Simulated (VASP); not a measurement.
# MnO (Manganosite) (Fm-3m) in VASP: a series of runs

The runs below take MnO (Manganosite) through single point, relaxation of cell and atoms, with PBE+U.

All numbers are computed with VASP 6.6.1; they aren't measurements. Logs are shortened: lines on timing, memory, paths and dates and some standing lists are left out, and cuts for length are marked.

**1. The crystal as given**

The structure is cubic, space group Fm-3m (No. 225). The conventional cell has a = 4.446 Å, b = 4.446 Å, c = 4.446 Å, α = 90.00°, β = 90.00°, γ = 90.00°. Mn (site symmetry m-3m) is surrounded by 6 O at 2.22 Å. O (site symmetry m-3m) is surrounded by 6 Mn at 2.22 Å.

**2. Single point, PBE+U, collinear spin, ferromagnetic start**

INCAR

```
SYSTEM = MnO
ALGO = Normal
AMIX = 0.2
AMIX_MAG = 0.8
BMIX = 1E-4
BMIX_MAG = 1E-4
EDIFF = 1E-6
ENCUT = 600
GGA = PE
ISIF = 2
ISMEAR = 0
ISPIN = 2
LASPH = .TRUE.
LCHARG = .FALSE.
LDAU = .TRUE.
LDAUJ = 0 0
LDAUL = 2 -1
LDAUPRINT = 1
LDAUTYPE = 2
LDAUU = 3.9 0
LMAXMIX = 4
LORBIT = 11
LREAL = .FALSE.
LWAVE = .FALSE.
MAGMOM = 5 0
NBANDS = 20
NELM = 150
PREC = Accurate
SIGMA = 0.03
```

KPOINTS

```
k-points
0
G
  14 14 14
  0 0 0
```

POSCAR

```
MnO
1.0
    0.0000000000      2.2230000000      2.2230000000
    2.2230000000      0.0000000000      2.2230000000
    2.2230000000      2.2230000000      0.0000000000
Mn O
1 1
Direct
    0.0000000000      0.0000000000      0.0000000000
    0.5000000000      0.5000000000      0.5000000000
```

Potentials or basis: VASP PAW PBE potentials, release 64 (Mn_pv, O).

The run is started by

```
$ cat potpaw_PBE.64/Mn_pv/POTCAR potpaw_PBE.64/O/POTCAR > POTCAR
$ mpirun -np 1 vasp_std > vasp.out
```

OUTCAR:

```text
SYSTEM = MnO
   AMIX = 0.2
   AMIX_MAG = 0.8
   EDIFF = 1E-6
   ENCUT = 600
   GGA = PE
   ISIF = 2
   ISMEAR = 0
   ISPIN = 2
   LASPH = .TRUE.
   LORBIT = 11
   LREAL = .FALSE.
   NELM = 150
   PREC = Accurate

 ion  position               nearest neighbor table
   1  0.000  0.000  0.000-   2 2.22   2 2.22   2 2.22   2 2.22   2 2.22   2 2.22
   2  0.500  0.500  0.500-   1 2.22   1 2.22   1 2.22   1 2.22   1 2.22   1 2.22

  LATTYP: Found a face centered cubic cell.
 ALAT       =     4.4460000000

  Lattice vectors:

 A1 = (   0.0000000000,   2.2230000000,   2.2230000000)
 A2 = (   2.2230000000,   0.0000000000,   2.2230000000)
 A3 = (   2.2230000000,   2.2230000000,   0.0000000000)

Analysis of symmetry for initial positions (statically):
=====================================================================
 Subroutine PRICEL returns:
 Original cell was already a primitive cell.

 Routine SETGRP: Setting up the symmetry group for a
 face centered cubic supercell.

 Subroutine GETGRP returns: Found 48 space group operations
 (whereof 48 operations were pure point group operations)
 out of a pool of 48 trial point group operations.

The static configuration has the point symmetry O_h .

Analysis of symmetry for dynamics (positions and initial velocities):
=====================================================================
 Subroutine PRICEL returns:
 Original cell was already a primitive cell.

 Routine SETGRP: Setting up the symmetry group for a
 face centered cubic supercell.

 Subroutine GETGRP returns: Found 48 space group operations
 (whereof 48 operations were pure point group operations)
 out of a pool of 48 trial point group operations.

The dynamic configuration has the point symmetry O_h .

Analysis of structural, dynamic, and magnetic symmetry:
=====================================================================
 Subroutine PRICEL returns:
 Original cell was already a primitive cell.

 Routine SETGRP: Setting up the symmetry group for a
 face centered cubic supercell.

 Subroutine GETGRP returns: Found 48 space group operations
 (whereof 48 operations were pure point group operations)
 out of a pool of 48 trial point group operations.

The overall configuration has the point symmetry O_h .

 Subroutine INISYM returns: Found 48 space group operations
 (whereof 48 operations are pure point group operations),
 and found     1 'primitive' translations

----------------------------------------------------------------------------------------

                                     Primitive cell

  volume of cell :      21.9709

  direct lattice vectors                    reciprocal lattice vectors
     0.000000000  2.223000000  2.223000000    -0.224921278  0.224921278  0.224921278
     2.223000000  0.000000000  2.223000000     0.224921278 -0.224921278  0.224921278
     2.223000000  2.223000000  0.000000000     0.224921278  0.224921278 -0.224921278

  length of vectors
     3.143796749  3.143796749  3.143796749     0.389575080  0.389575080  0.389575080

  position of ions in fractional coordinates (direct lattice)
     0.000000000  0.000000000  0.000000000
     0.500000000  0.500000000  0.500000000

  ion indices of the primitive-cell ions
   primitive index   ion index
                 1           1
                 2           2

----------------------------------------------------------------------------------------

 KPOINTS: k-points

Automatic generation of k-mesh.
 Grid dimensions read from file:
 generate k-points for:   14   14   14

 Generating k-lattice:

  Cartesian coordinates                     Fractional coordinates (reciprocal lattice)
    -0.016065806  0.016065806  0.016065806     0.071428571  0.000000000  0.000000000
     0.016065806 -0.016065806  0.016065806     0.000000000  0.071428571  0.000000000
     0.016065806  0.016065806 -0.016065806     0.000000000  0.000000000  0.071428571

  Length of vectors
     0.027826791  0.027826791  0.027826791

  Shift w.r.t. Gamma in fractional coordinates (k-lattice)
     0.000000000  0.000000000  0.000000000

 Subroutine IBZKPT returns following result:
 ===========================================

 Found    104 irreducible k-points:

 Following reciprocal coordinates:
            Coordinates               Weight
  0.000000  0.000000  0.000000      1.000000
  0.071429  0.000000  0.000000      8.000000
  0.142857  0.000000  0.000000      8.000000
  0.214286  0.000000  0.000000      8.000000
  0.285714  0.000000  0.000000      8.000000
  0.357143  0.000000  0.000000      8.000000
[... 16 lines left out ...]
  0.214286  0.142857  0.000000     24.000000
  0.285714  0.142857  0.000000     24.000000
 [... further k-points ...]
   k-points           NKPTS =    104   k-points in BZ     NKDIM =    104   number of bands    NBANDS=     20
   number of dos      NEDOS =    301   number of ions     NIONS =      2
   total plane-waves  NPLWV =  21952
   dimension x,y,z NGX =    28 NGY =   28 NGZ =   28
[... 81 lines left out ...]
  o =  0.0191  v =  0.0000  0.0000  0.0000  0.0000  0.0000  1.0000  0.0017  0.0000 -0.0081 -0.0000      0.0000  0.0000  0.0000  0.0000  0.0000  0.0000  0.0000  0.0000  0.0000  0.0000
  o =  0.0732  v =  0.0000  0.0000  0.0000  0.0000  0.0000  0.0000 -0.0000  0.0276  0.0000  0.9996      0.0000  0.0000  0.0000  0.0000  0.0000  0.0000  0.0000  0.0000  0.0000  0.0000
  o =  0.0732  v =  0.0000  0.0000  0.0000  0.0000  0.0000 -0.0000 -0.0000  0.9996 -0.0000 -0.0276      0.0000  0.0000  0.0000  0.0000  0.0000  0.0000  0.0000  0.0000  0.0000  0.0000
  o =  0.9405  v =  0.0000 -0.3464 -0.0000  0.9381 -0.0000  0.0000  0.0000  0.0000  0.0000  0.0000      0.0000  0.0000  0.0000  0.0000  0.0000  0.0000  0.0000  0.0000  0.0000  0.0000
  o =  0.9405  v =  0.0000  0.9381  0.0000  0.3464 -0.0000  0.0000  0.0000  0.0000  0.0000  0.0000      0.0000  0.0000  0.0000  0.0000  0.0000  0.0000  0.0000  0.0000  0.0000  0.0000
  o =  0.9405  v =  1.0000  0.0000  0.0000  0.0000  0.0000  0.0000  0.0000  0.0000  0.0000  0.0000      0.0000  0.0000  0.0000  0.0000  0.0000  0.0000  0.0000  0.0000  0.0000  0.0000
  o =  0.9770  v =  0.0000  0.0000 -0.9998 -0.0000 -0.0186  0.0000  0.0000  0.0000  0.0000  0.0000      0.0000  0.0000  0.0000  0.0000  0.0000  0.0000  0.0000  0.0000  0.0000  0.0000
  o =  0.9770  v =  0.0000 -0.0000  0.0186 -0.0000 -0.9998  0.0000  0.0000  0.0000  0.0000  0.0000      0.0000  0.0000  0.0000  0.0000  0.0000  0.0000  0.0000  0.0000  0.0000  0.0000

 number of electron      18.9999997 magnetization       4.9999998

 Free energy of the ion-electron system (eV)
  ---------------------------------------------------
  ext. energy  EPLUGINS =         0.00000000
  ---------------------------------------------------
  free energy    TOTEN  =       -15.46145594 eV

  energy without entropy =      -15.46145594  energy(sigma->0) =      -15.46145594

 E-fermi :   7.0102     XC(G=0): -11.8004

 val. band max:        6.9005750154   @ k =   0.5000   0.0000   0.0000
 cond. band min:       7.1115516695   @ k =   0.0000   0.0000   0.0000
 fundamental gap:      0.2109766540
 Fermi energy:         7.0102405384

 spin component 1

 k-point     1 :       0.0000    0.0000    0.0000
  band No.  band energies     occupation
      1     -42.8527      1.00000
      2     -42.8527      1.00000
      3     -42.8527      1.00000
      4     -12.4452      1.00000
      5       2.7223      1.00000
      6       2.7223      1.00000
[... 12 lines left out ...]
     19      27.2387      0.00000
[... 513 lines left out ...]
      4     -11.9182      1.00000
      5       0.5071      1.00000
      6       1.6606      1.00000
[... 12 lines left out ...]
     19      29.0736      0.00000
     20      32.2008      0.00000

 [... further k-points ...]

 spin component 2

 k-point     1 :       0.0000    0.0000    0.0000
  band No.  band energies     occupation
      1     -37.8949      1.00000
      2     -37.8949      1.00000
      3     -37.8949      1.00000
      4     -12.0667      1.00000
      5       4.4179      1.00000
      6       4.4179      1.00000
[... 12 lines left out ...]
     19      29.7725      0.00000
[... 513 lines left out ...]
      4     -11.5489      1.00000
      5       1.9986      1.00000
      6       3.6298      1.00000
[... 12 lines left out ...]
     19      31.8968      0.00000
     20      34.3524      0.00000

 [... further k-points ...]

------------------------ aborting loop because EDIFF is reached ----------------------------------------

  FORCE on cell =-STRESS in cart. coord.  units (eV):
  Direction    XX          YY          ZZ          XY          YZ          ZX
  --------------------------------------------------------------------------------------
  -------------------------------------------------------------------------------------
  Total        1.0194333      1.0194333      1.0194333     -0.0000000      0.0000000      0.0000000
  in kB       74.3397326     74.3397326     74.3397326     -0.0000000      0.0000000      0.0000000
  external PRESSURE =      74.3397326 kB  Pullay stress =       0.0000000 kB

 VOLUME and BASIS-vectors are now :
 -----------------------------------------------------------------------------
  energy-cutoff  :      600.00
  volume of cell :       21.97
      direct lattice vectors                 reciprocal lattice vectors
     0.000000000  2.223000000  2.223000000    -0.224921278  0.224921278  0.224921278
     2.223000000  0.000000000  2.223000000     0.224921278 -0.224921278  0.224921278
     2.223000000  2.223000000  0.000000000     0.224921278  0.224921278 -0.224921278

 POSITION                                       TOTAL-FORCE (eV/Angst)
 -----------------------------------------------------------------------------------
      0.00000      0.00000      0.00000         0.000000      0.000000     -0.000000
      2.22300      2.22300      2.22300        -0.000000     -0.000000      0.000000
 -----------------------------------------------------------------------------------
    total drift:                                0.000000      0.000000      0.000000

  FREE ENERGIE OF THE ION-ELECTRON SYSTEM (eV)
  ---------------------------------------------------
  free  energy   TOTEN  =       -15.4614559388 eV

  energy  without entropy=      -15.4614559387  energy(sigma->0) =      -15.46145594

 total charge

# of ion       s       p       d       tot
------------------------------------------
    1        0.208   6.184   4.959  11.351
    2        1.552   3.457   0.000   5.009
--------------------------------------------------
tot          1.759   9.641   4.959  16.360

 magnetization (x)

# of ion       s       p       d       tot
------------------------------------------
    1        0.033   0.027   4.562   4.621
    2        0.024   0.133   0.000   0.157
--------------------------------------------------
tot          0.056   0.160   4.562   4.778
```

Run time: 59 s. Hardware: 1 thread of Intel Xeon 6975P-C (Granite Rapids), shared host; peak memory 0.23 GiB.

Results:

- Free energy: -15.4615 eV
- Pressure: 7.4 GPa
- Band gap on the k mesh: 0.21 eV, indirect (least direct gap 2.69 eV)
- Net moment: 5.00 μB per cell
- Site moments: Mn +4.62; O +0.16 μB
- Valence electrons inside the program's atomic spheres: Mn 11.35; O 5.01

Eigenvalues of the final occupation matrices:
| site | spin | trace | eigenvalues |
| --- | --- | --- | --- |
| site 1 d | 1 | 4.78 | 0.94 0.94 0.94 0.98 0.98 |
| site 1 d | 2 | 0.20 | 0.02 0.02 0.02 0.07 0.07 |

Caveat: a cell with one magnetic atom can't hold antiferromagnetic order, which such compounds often take.

**3. Relaxation of cell and atoms, PBE+U, collinear spin, ferromagnetic start**

INCAR, as its differences from that of step 2:

```diff
@@ -7,5 +7,7 @@
 EDIFF = 1E-6
+EDIFFG = -0.01
 ENCUT = 600
 GGA = PE
-ISIF = 2
+IBRION = 2
+ISIF = 3
 ISMEAR = 0
@@ -25,4 +27,4 @@
 MAGMOM = 5 0
-NBANDS = 20
 NELM = 150
+NSW = 90
 PREC = Accurate
```

KPOINTS is that of step 2.

POSCAR is that of step 2.

Potentials or basis: VASP PAW PBE potentials, release 64 (Mn_pv, O).

The run is started by

```
$ cat potpaw_PBE.64/Mn_pv/POTCAR potpaw_PBE.64/O/POTCAR > POTCAR
$ mpirun -np 1 vasp_std > vasp.out
```

Run time: 1.8 min. Hardware: 1 thread of Intel Xeon 6975P-C (Granite Rapids), shared host; peak memory 0.22 GiB.

It converged, with:

* Free energy: -15.4848 eV
* Relaxed volume: 11.51 Å³/atom
* Relaxed cell: a = 3.193 Å, b = 3.193 Å, c = 3.193 Å, α = 60.00°, β = 60.00°, γ = 60.00°
* Space group after relaxing (to 0.05 Å): Fm-3m (No. 225)
* Energy gained by relaxing: 11.7 meV/atom
* Ionic steps: 3
* Pressure after relaxing: 0.0 GPa
* Band gap on the k mesh: 0.13 eV, indirect (least direct gap 2.34 eV)
* Net moment: 5.00 μB per cell
* Site moments: Mn +4.63; O +0.14 μB
* Valence electrons inside the program's atomic spheres: Mn 11.30; O 4.99

Step by step:
```tsv
step	energy change (eV)	largest force (eV/Å)	pressure (GPa)	volume (Å³)
1	0.0000	0.0000	7.40	21.97
2	-0.0167	0.0000	-3.54	23.63
3	-0.0234	0.0000	0.01	23.02
```

Final structure:
```
Mn O
1.0
     0.00000    2.25798    2.25798
     2.25798    0.00000    2.25798
     2.25798    2.25798    0.00000
Mn O
1 1
Direct
  0.00000 0.00000 0.00000
  0.50000 0.50000 0.50000
```

Levels at points of the mesh, in eV from the valence-band top:
Spin up:
| k point | band 9 | band 10 | band 11 | band 12 | band 13 | band 14 | band 15 | band 16 |
| --- | --- | --- | --- | --- | --- | --- | --- | --- |
| (0.00, 0.00, 0.00) | -3.73 | -2.50 | -2.50 | -2.50 | 0.13 | 14.61 | 16.11 | 16.11 |
| (0.50, 0.00, 0.00) | -3.31 | -2.49 | 0.00 | 0.00 | 4.18 | 8.19 | 12.32 | 12.32 |
| (0.50, 0.50, 0.00) | -3.38 | -3.09 | -3.09 | -3.01 | 5.41 | 8.50 | 10.30 | 14.00 |
Spin down:
```tsv
k point	band 3	band 4	band 5	band 6	band 7	band 8	band 9	band 10	band 11	band 12
(0.00, 0.00, 0.00)	-44.72	-18.52	-2.22	-2.22	-2.22	1.47	3.35	3.35	3.35	3.90
(0.50, 0.00, 0.00)	-44.73	-17.65	-6.00	-3.33	-3.33	4.35	4.65	4.65	5.25	5.87
(0.50, 0.50, 0.00)	-44.75	-17.61	-5.20	-3.17	-3.17	1.56	4.49	4.52	5.14	5.14
```

Eigenvalues of the final occupation matrices:
```tsv
site	spin	trace	eigenvalues
site 1 d	1	4.77	0.94 0.94 0.94 0.97 0.97
site 1 d	2	0.19	0.02 0.02 0.02 0.07 0.07
```

Caveat: a cell with one magnetic atom can't hold antiferromagnetic order, which such compounds often take. PBE usually gives volumes a little too large and moduli too small.

**4. Relaxation of cell and atoms, PBE+U, collinear spin, ferromagnetic start**

This run uses another cell than the first one, of 11.51 Å³/atom, 1.048 times its volume.

INCAR, as its differences from that of step 3:

```diff
@@ -6,4 +6,4 @@
 BMIX_MAG = 1E-4
-EDIFF = 1E-6
-EDIFFG = -0.01
+EDIFF = 1E-7
+EDIFFG = -0.005
 ENCUT = 600
```

KPOINTS is that of step 3.

POSCAR

```
MnO                                     
1.0
   -0.0000000000      2.2579796841      2.2579796841
    2.2579796841     -0.0000000000      2.2579796841
    2.2579796841      2.2579796841      0.0000000000
  Mn              O             
     1     1
Direct
     0.0000000000000000    0.0000000000000000    0.0000000000000000
     0.5000000000000000    0.5000000000000000    0.5000000000000000
```

The run is started by

```
$ cat potpaw_PBE.64/Mn_pv/POTCAR potpaw_PBE.64/O/POTCAR > POTCAR
$ mpirun -np 1 vasp_std > vasp.out
```

Run time: 70 s. Hardware: 1 thread of Intel Xeon 6975P-C (Granite Rapids), shared host; peak memory 0.22 GiB.

The run converged. Its results:

```
Free energy                                           : -15.4871 eV
Relaxed volume                                        : 11.50 Å³/atom
Relaxed cell                                          : a = 3.192 Å, b = 3.192 Å, c = 3.192 Å, α = 60.00°, β = 60.00°, γ = 60.00°
Space group after relaxing (to 0.05 Å)                : Fm-3m (No. 225)
Energy gained by relaxing                             : 0.0 meV/atom
Ionic steps                                           : 2
Pressure after relaxing                               : 0.1 GPa
Band gap on the k mesh                                : 0.13 eV, indirect (least direct gap 2.35 eV)
Net moment                                            : 5.00 μB per cell
Site moments                                          : Mn +4.63; O +0.14 μB
Valence electrons inside the program's atomic spheres : Mn 11.31; O 4.99
```

Final structure:
```yaml
crystal:
  lattice:
    - [0.00000, 2.25718, 2.25718]
    - [2.25718, 0.00000, 2.25718]
    - [2.25718, 2.25718, 0.00000]
  atoms:
    - { symbol: Mn, position: [0.00000, 0.00000, 0.00000] }
    - { symbol: O, position: [0.50000, 0.50000, 0.50000] }
```

Levels at points of the mesh, in eV from the valence-band top:
Spin up:
| k point | band 8 | band 9 | band 10 | band 11 | band 12 | band 13 | band 14 | band 15 | band 16 |
| --- | --- | --- | --- | --- | --- | --- | --- | --- | --- |
| (0.00, 0.00, 0.00) | -3.74 | -3.74 | -2.50 | -2.50 | -2.50 | 0.13 | 14.61 | 16.11 | 16.11 |
| (0.50, 0.00, 0.00) | -3.31 | -3.31 | -2.49 | 0.00 | 0.00 | 4.18 | 8.20 | 12.32 | 12.32 |
| (0.50, 0.50, 0.00) | -3.53 | -3.38 | -3.09 | -3.09 | -3.01 | 5.42 | 8.50 | 10.31 | 14.01 |
Spin down:
```csv
k point,band 4,band 5,band 6,band 7,band 8,band 9,band 10,band 11
"(0.00, 0.00, 0.00)",-18.53,-2.22,-2.22,-2.22,1.48,3.35,3.35,3.35
"(0.50, 0.00, 0.00)",-17.65,-6.01,-3.34,-3.34,4.34,4.65,4.65,5.25
"(0.50, 0.50, 0.00)",-17.62,-5.21,-3.18,-3.18,1.55,4.49,4.51,5.14
```

Eigenvalues of the final occupation matrices:
```tsv
site	spin	trace	eigenvalues
site 1 d	1	4.77	0.94 0.94 0.94 0.97 0.97
site 1 d	2	0.19	0.02 0.02 0.02 0.07 0.07
```

Caveat: a cell with one magnetic atom can't hold antiferromagnetic order, which such compounds often take. A k mesh can miss the band edges.
